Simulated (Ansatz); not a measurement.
The system is NaCl.

```
Cl Na
1.0
     0.00000    2.79406    2.79406
     2.79406    0.00000    2.79406
     2.79406    2.79406    0.00000
Cl Na
1 1
Direct
  0.50000 0.50000 0.50000
  0.00000 0.00000 0.00000
```

The cell is a database's computed one.

Program: Ansatz 0.2.0. Alike in all runs: potentials or basis Ansatz PAW; no spin polarisation; cell as given; k mesh 8 × 8 × 8.

Order these runs on this cell by their band gap on the k mesh, lowest first.
A. level BLYP; cutoff (eV) 420; smearing fermi-dirac 0.05 eV; points for each segment of the path 14
B. level r2SCAN; cutoff (eV) 500; smearing fermi-dirac 0.05 eV; points for each segment of the path 14
C. level LDA; cutoff (eV) 420; smearing fixed

C (4.80 eV), A (5.25 eV), B (6.02 eV).

Runs at the PBE level aren't shown here.
